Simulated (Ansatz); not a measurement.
# Ni: searching below the plain SCF

Plain starts of Ni have been run. Do the further runs listed below go lower? System: Ni, the measured crystal structure (space group Fm-3m, primitive cell doubled); the cell holds 2 atoms. Source: COD entry 9013033, which need not be the ambient phase.

The COD cell was measured well above room temperature, so it is larger than a cold one.

Method: DFT PBE, PAW, plane waves, scalar-relativistic, in Ansatz 0.2.0.

## 1. The starting structure

It takes space group Fm-3m (No. 225, cubic). Conventional cell: a = 3.603 Å, b = 3.603 Å, c = 3.603 Å, α = 90.00°, β = 90.00°, γ = 90.00°. Ni (site symmetry m-3m) has 12 Ni at 2.55 Å as nearest neighbours.

As a file:

```
Ni
1.0
     0.00000    3.60300    3.60300
     1.80150    0.00000    1.80150
     1.80150    1.80150    0.00000
Ni
2
Direct
  0.00000 0.00000 0.00000
  0.50000 0.00000 0.00000
```

Atoms are counted from 1 in the order of input.yaml (Ni2 and so on).

Known so far: 8 plain starts ended in 3 states. The lowest came from “parallel moments, spin not held back in the first iterations, no switch to direct minimisation [Ni1 2.00, Ni2 2.00 μB]”: ferromagnetic, site moments Ni1 0.75, Ni2 0.75 μB, total 1.41 μB per cell, no gap on the k-mesh, free energy -11679.3741 eV.

Runs to come: parallel moments, default search for lower states; opposed moments +-, default search for lower states; the moments typed in its input, symmetry off, plain SCF; the moments typed in its input, standard search for lower states; the moments typed in its input, symmetry off, default search.

“Plain SCF” means no search for lower states. The default search lets the program follow hints of a lower state (another filling of open shells, a soft direction), where it sees any. The standard and full searches may also try other magnetic orders and fillings, and need not reach the lowest state. With a search on, the program may also reshape the start on open shells. 

Site moments are integrals over atomic spheres and don't add up to the total.

## 2. Parallel moments, default search for lower states

File input.yaml:

```yaml
crystal:
  lattice:
    - [0.0, 3.603, 3.603]
    - [1.8015, 0.0, 1.8015]
    - [1.8015, 1.8015, 0.0]
  atoms:
    - { symbol: Ni, position: [0.0, 0.0, 0.0], spin: 2.0 }
    - { symbol: Ni, position: [0.5, 0.0, 0.0], spin: 2.0 }
magnetization:
  spin_polarized: true
hamiltonian:
  xc: pbe
  pseudopotentials: { kind: paw }
basis:
  ecutwfc: 420
kpoints:
  mp_grid: { grid: [7, 14, 14] }
scf:
  occupations: { method: gaussian, width: 0.05 }
output:
  forces: true
  stress: true
```

The program printed, cut to the lines that bear on the results:

```text
[...]
Pseudopotentials: kind: paw
Pseudopotential: Ni, paw, valence charge 18, recommended cutoff 420 eV (normal), Ni.paw.azcp
Functional definition: PBE
[...]
Crystal: 2 atoms, lattice volume = 23.386 Å³
Basis set: ecut = 420 eV, 487 PW (Γ), exchange–correlation on 72×36×36 points (8 copies of the dense FFT grid, shifted against one another)
Bands: 24, of which v1, the nominal top of the filled ones, is band 18 counted from 1 (17 counted from 0)
Symmetry: 24 space group operations
Space group: Fm-3m (ITA 225), of the structure as read, at distance tolerance 2.9e-5 Å
Magnetic group: BNS 225.116 (UNI 1618), of the structure as read, at distance tolerance 2.9e-5 Å
k-points: 144 of 1372
[...]
Starting moments: Σ|m| = 4 μB on 2 of 2 sites
[...]
SCF iter   1: F=—  HF=-11678.237097 eV  |F-HF|=—  |Δ(HF+E_count)|=         —  Δρ=1.58e-1 (↑1.58e-1 ↓9.68e-2)  dr2=7.37e-1  dr2_m=3.41e0  M=1.799 μB ∫|m|=1.975 μB  β_m=0.30  ethr=2.05e-3  ⟨swp⟩=1.0  Hψ=35004  notcnv=0
[...]
SCF iter  10: F=-11679.374128 eV  HF=-11679.374128 eV  |F-HF|=1.31e-10  |Δ(HF+E_count)|=  3.00e-10  Δρ=9.63e-7 (↑9.63e-7 ↓2.38e-7)  dr2=1.57e-10  dr2_m=5.21e-11  M=1.411 μB ∫|m|=1.623 μB  ethr=5.04e-11  ⟨swp⟩=2.1  Hψ=20875  notcnv=0
[...]
SCF converged after 10 iterations
Magnetization: 1.4108 μB (18.7054 up, 17.2946 down)
Absolute magnetization: 1.6250 μB (∫|ρ↑−ρ↓|, with the PAW one-centre terms)
Spin contamination: 0.0192 ħ² per cell (⟨S²⟩ above its minimum at these occupations)
Per-site moments (μB) at R_I (Å): [(0.7500083918997953, 1.0509286147037415), (0.7500083918997953, 1.0509286147037415)]
Free energy (F): -11679.374128 eV
[...]
E sigma→0 (E₀):  -11679.371867 eV
Entropy (-TS):   -0.004523 eV (-2.261 meV/atom)
Fermi energy:    16.616200 eV
[... 24 lines left out: energy terms, forces, stress ...]
```

Run time: 7.8 s. Hardware: 2 threads of an Arm CPU, shared host; peak memory 0.38 GiB.

This is the state of step 1 again (ferromagnetic), after 10 iterations.

## 3. Opposed moments +-, default search for lower states

Changes to input.yaml since step 2:

```diff
@@ -7,3 +7,3 @@
     - { symbol: Ni, position: [0.0, 0.0, 0.0], spin: 2.0 }
-    - { symbol: Ni, position: [0.5, 0.0, 0.0], spin: 2.0 }
+    - { symbol: Ni, position: [0.5, 0.0, 0.0], spin: -2.0 }
 magnetization:
```

The program printed, cut to the lines that bear on the results:

```text
[... 11 lines as in an earlier run ...]
Symmetry: 12 space group operations
Space group: R-3m (ITA 166), of the structure as read, at distance tolerance 2.9e-5 Å
Magnetic group: BNS 166.102 (UNI 1332), of the structure as read, at distance tolerance 2.9e-5 Å
[... 5 lines as in an earlier run ...]
Starting moments: Σ|m| = 4 μB on 2 of 2 sites
Starting magnetic order: antiferromagnet; a translation exchanges its spin sublattices: spin-degenerate at every k-point
[... 2 lines as in an earlier run ...]
spin-down is spin-up translated by (0.5, 0, 0): one eigenproblem is solved per k-point and the antiferromagnetic symmetry of the starting moments is kept exactly by this SCF (crystal.symmetry.spin_inversion_symmetry: false solves both channels; [...]
SCF iter   1: F=—  HF=-11678.167901 eV  |F-HF|=—  |Δ(HF+E_count)|=         —  Δρ=1.54e-1 (↑1.54e-1 ↓1.54e-1)  dr2=7.04e-1  dr2_m=4.81e0  M=0.000 μB ∫|m|=1.668 μB  β_m=0.30  ethr=1.96e-3  ⟨swp⟩=1.2  Hψ=17773  notcnv=0
[...]
WARN: the starting moments were not kept: 1 of 2 ended reversed and 1 kept their direction, counting a site from 0.1 of the cell's largest site moment. The largest reversed, site 0 (counted from 0, in the order of the report's site_moments_mub), started with +2.0 μB and closes at -7.5e-1 [...]
no probe read this state for a lower one beside it (scf.lower_state_search): an SCF that set out along what the orbitals read of the open shells (or to have them read: on a GPU, or by another smearing), or from atoms, led to it (look_outside_group), and dielectric_reading bears what that [...]
SCF converged after 2 iterations
Magnetization: -1.4108 μB (17.2946 up, 18.7054 down)
Absolute magnetization: 1.6250 μB (∫|ρ↑−ρ↓|, with the PAW one-centre terms)
Spin contamination: 0.0192 ħ² per cell (⟨S²⟩ above its minimum at these occupations)
Per-site moments (μB) at R_I (Å): [(-0.750018416652299, 1.0509286147037415), (-0.7499903667558052, 1.0509286147037415)]
Free energy (F): -11679.374128 eV
[...]
E sigma→0 (E₀):  -11679.371867 eV
Entropy (-TS):   -0.004523 eV (-2.261 meV/atom)
Fermi energy:    16.616200 eV
[... 29 lines left out: energy terms, forces, stress, bands ...]
```

It took 79 s on 2 threads of an Arm CPU, shared host; peak memory 0.72 GiB.

Nothing new: the 28 iterations lead to the state found in step 1 (ferromagnetic).

## 4. The moments typed in its input, symmetry off, plain SCF

Changes to input.yaml since step 3:

```diff
@@ -7,3 +7,4 @@
     - { symbol: Ni, position: [0.0, 0.0, 0.0], spin: 2.0 }
-    - { symbol: Ni, position: [0.5, 0.0, 0.0], spin: -2.0 }
+    - { symbol: Ni, position: [0.5, 0.0, 0.0], spin: 2.0 }
+  symmetry: { detect: false, time_reversal: true }
 magnetization:
@@ -19,2 +20,3 @@
   occupations: { method: gaussian, width: 0.05 }
+  lower_state_search: "off"
 output:
```

The program printed, cut to the lines that bear on the results:

```text
[... 11 lines as in an earlier run ...]
Symmetry: 1 space group operations
k-points: 688 of 1372 (time reversal used)
[... 4 lines as in an earlier run ...]
Starting moments: Σ|m| = 4 μB on 2 of 2 sites
[... 2 lines as in an earlier run ...]
[...]
SCF iter   1: F=—  HF=-11678.848436 eV  |F-HF|=—  |Δ(HF+E_count)|=         —  Δρ=1.26e-1 (↑1.02e-1 ↓1.26e-1)  dr2=7.38e-2  dr2_m=2.77e0  M=1.927 μB ∫|m|=2.135 μB  β_m=0.30  ethr=2.05e-4  ⟨swp⟩=1.0  Hψ=166820  notcnv=0
[...]
spin-set hold released at iteration 1 (the charge has settled, or the pull on large starting moments outlasts its swing): the magnetisation degrees of freedom join the quasi-Newton model from the next iteration; the mixer history was flushed
[...]
SCF iter  13: F=-11679.374128 eV  HF=-11679.374128 eV  |F-HF|=2.63e-9  |Δ(HF+E_count)|=  3.64e-10  Δρ=3.30e-6 (↑1.31e-6 ↓3.30e-6)  dr2=2.86e-9  dr2_m=2.87e-10  M=1.411 μB ∫|m|=1.623 μB  ethr=8.47e-11  ⟨swp⟩=2.1  Hψ=94913  notcnv=0
[...]
SCF converged after 13 iterations
an eigenvalue changed by more than its tolerance at an iteration that met the thresholds in force, so the SCF went on 1 time: the last check found none over its tolerance
Magnetization: 1.4108 μB (18.7054 up, 17.2946 down)
Absolute magnetization: 1.6250 μB (∫|ρ↑−ρ↓|, with the PAW one-centre terms)
Spin contamination: 0.0192 ħ² per cell (⟨S²⟩ above its minimum at these occupations)
Per-site moments (μB) at R_I (Å): [(0.7500000825806483, 1.0509286147037415), (0.7500088797950107, 1.0509286147037415)]
Free energy (F): -11679.374128 eV
[...]
E sigma→0 (E₀):  -11679.371867 eV
Entropy (-TS):   -0.004523 eV (-2.261 meV/atom)
Fermi energy:    16.616166 eV
[... 24 lines left out: energy terms, forces, stress ...]
```

It took 60 s on 2 threads of an Arm CPU, shared host; peak memory 0.85 GiB.

Nothing new: the 13 iterations lead to the state found in step 1 (ferromagnetic).

## 5. The moments typed in its input, standard search for lower states

Changes to input.yaml since step 4:

```diff
@@ -8,3 +8,2 @@
     - { symbol: Ni, position: [0.5, 0.0, 0.0], spin: 2.0 }
-  symmetry: { detect: false, time_reversal: true }
 magnetization:
@@ -20,3 +19,3 @@
   occupations: { method: gaussian, width: 0.05 }
-  lower_state_search: "off"
+  lower_state_search: standard
 output:
```

The program printed, cut to the lines that bear on the results:

```text
the run goes by scf.lower_state_search standard: where its kind and settings allow, a search for a lower-energy state can add stability tests and further SCF calculations, which can take several times, in some runs tens of times, as long as the SCF (see the manual's entry of the key); [...]
[... 19 lines as in an earlier run ...]
Starting moments: Σ|m| = 4 μB on 2 of 2 sites
[... 3 lines as in an earlier run ...]
SCF iter   1: F=—  HF=-11678.237097 eV  |F-HF|=—  |Δ(HF+E_count)|=         —  Δρ=1.58e-1 (↑1.58e-1 ↓9.68e-2)  dr2=7.37e-1  dr2_m=3.41e0  M=1.799 μB ∫|m|=1.975 μB  β_m=0.30  ethr=2.05e-3  ⟨swp⟩=1.0  Hψ=35004  notcnv=0
[...]
SCF iter  10: F=-11679.374128 eV  HF=-11679.374128 eV  |F-HF|=1.31e-10  |Δ(HF+E_count)|=  3.00e-10  Δρ=9.63e-7 (↑9.63e-7 ↓2.38e-7)  dr2=1.57e-10  dr2_m=5.21e-11  M=1.411 μB ∫|m|=1.623 μB  ethr=5.04e-11  ⟨swp⟩=2.1  Hψ=20875  notcnv=0
[...]
SCF converged after 10 iterations
Magnetization: 1.4108 μB (18.7054 up, 17.2946 down)
Absolute magnetization: 1.6250 μB (∫|ρ↑−ρ↓|, with the PAW one-centre terms)
Spin contamination: 0.0192 ħ² per cell (⟨S²⟩ above its minimum at these occupations)
Per-site moments (μB) at R_I (Å): [(0.7500083918997953, 1.0509286147037415), (0.7500083918997953, 1.0509286147037415)]
Free energy (F): -11679.374128 eV
[...]
E sigma→0 (E₀):  -11679.371867 eV
Entropy (-TS):   -0.004523 eV (-2.261 meV/atom)
Fermi energy:    16.616200 eV
[... 24 lines left out: energy terms, forces, stress ...]
```

It took 6.9 s on 2 threads of an Arm CPU, shared host; peak memory 0.41 GiB.

Nothing new: the 10 iterations lead to the state found in step 1 (ferromagnetic).

## 6. The moments typed in its input, symmetry off, default search

Changes to input.yaml since step 5:

```diff
@@ -8,2 +8,3 @@
     - { symbol: Ni, position: [0.5, 0.0, 0.0], spin: 2.0 }
+  symmetry: { detect: false, time_reversal: true }
 magnetization:
@@ -19,3 +20,2 @@
   occupations: { method: gaussian, width: 0.05 }
-  lower_state_search: standard
 output:
```

The program printed, cut to the lines that bear on the results:

```text
[... 17 lines as in an earlier run ...]
Starting moments: Σ|m| = 4 μB on 2 of 2 sites
[... 3 lines as in an earlier run ...]
SCF iter   1: F=—  HF=-11678.236379 eV  |F-HF|=—  |Δ(HF+E_count)|=         —  Δρ=1.58e-1 (↑1.58e-1 ↓9.68e-2)  dr2=7.37e-1  dr2_m=3.40e0  M=1.800 μB ∫|m|=1.976 μB  β_m=0.30  ethr=2.05e-3  ⟨swp⟩=1.0  Hψ=166793  notcnv=0
[...]
SCF iter  11: F=-11679.374128 eV  HF=-11679.374128 eV  |F-HF|=8.40e-9  |Δ(HF+E_count)|=   4.38e-9  Δρ=5.37e-6 (↑1.89e-6 ↓5.37e-6)  dr2=8.70e-9  dr2_m=7.79e-10  M=1.411 μB ∫|m|=1.623 μB  ethr=3.84e-11  ⟨swp⟩=2.1  Hψ=99618  notcnv=0
[...]
SCF converged after 11 iterations
Magnetization: 1.4108 μB (18.7054 up, 17.2946 down)
Absolute magnetization: 1.6250 μB (∫|ρ↑−ρ↓|, with the PAW one-centre terms)
Spin contamination: 0.0192 ħ² per cell (⟨S²⟩ above its minimum at these occupations)
Per-site moments (μB) at R_I (Å): [(0.749992457190325, 1.0509286147037415), (0.7500137869310939, 1.0509286147037415)]
Free energy (F): -11679.374128 eV
[...]
E sigma→0 (E₀):  -11679.371867 eV
Entropy (-TS):   -0.004523 eV (-2.261 meV/atom)
Fermi energy:    16.616205 eV
[... 24 lines left out: energy terms, forces, stress ...]
```

Wall time 64 s (2 threads of an Arm CPU, shared host); peak memory 0.92 GiB.

Nothing new: the 11 iterations lead to the state found in step 1 (ferromagnetic).

## 7. Comparing the starts

```csv
step,iterations,state,moments of Ni1 Ni2 (μB),total (μB),gap (eV),pressure (GPa),above lowest (meV/atom)
1,11,1,0.75 0.75,1.41,none,-11.6,0.0
2,10,1,0.75 0.75,1.41,none,-11.6,0.0
3,28,1,-0.75 -0.75,-1.41,none,-11.6,0.0
4,13,1,0.75 0.75,1.41,none,-11.6,0.0
5,10,1,0.75 0.75,1.41,none,-11.6,0.0
6,11,1,0.75 0.75,1.41,none,-11.6,0.0
```

States are numbered from the lowest. Starts by step: 2 parallel moments, default search for lower states; 3 opposed moments +-, default search for lower states; 4 the moments typed in its input, symmetry off, plain SCF; 5 the moments typed in its input, standard search for lower states; 6 the moments typed in its input, symmetry off, default search. Step 1 is the best of the earlier plain starts.

The 5 runs of this session took 3.6 min in all, from 6.9 s to 79 s each.

Decimal logarithm of the largest residual (eV) by iteration, counted through all cycles of a run:

```csv
iteration,step 2,step 3,step 4,step 5,step 6
1,0.5,0.7,0.4,0.5,0.5
2,0.3,0.5,0.3,0.3,0.3
3,0.2,0.8,-1.1,0.2,0.2
4,-1.2,-1.3,-1.4,-1.2,-1.2
5,-2.4,-2.6,-1.9,-2.4,-2.4
6,-4.3,-3.0,-2.1,-4.3,-4.4
8,-7.0,-6.2,-3.4,-7.0,-4.9
11,-,-9.8,-6.9,-,-8.1
13,-,-1.8,-8.5,-,-
16,-,-5.5,-,-,-
18,-,-7.9,-,-,-
21,-,-3.0,-,-,-
23,-,-4.9,-,-,-
26,-,-8.9,-,-,-
28,-,-7.9,-,-,-
```

## 8. Summary of results

```
         quantity                                                      value
  distinct states  1 from 6 converged runs, the best start of step 1 counted
     lowest state                                              ferromagnetic
      its moments                                      Ni1 0.75, Ni2 0.75 μB
     total moment                                           1.41 μB per cell
gap on the k-mesh                                                       none
         pressure                                                  -11.6 GPa
    largest force                                                 0.000 eV/Å
```

In words: No run goes below the best plain start. 6 runs converged, all to one state. A lower state than any found can't be excluded.
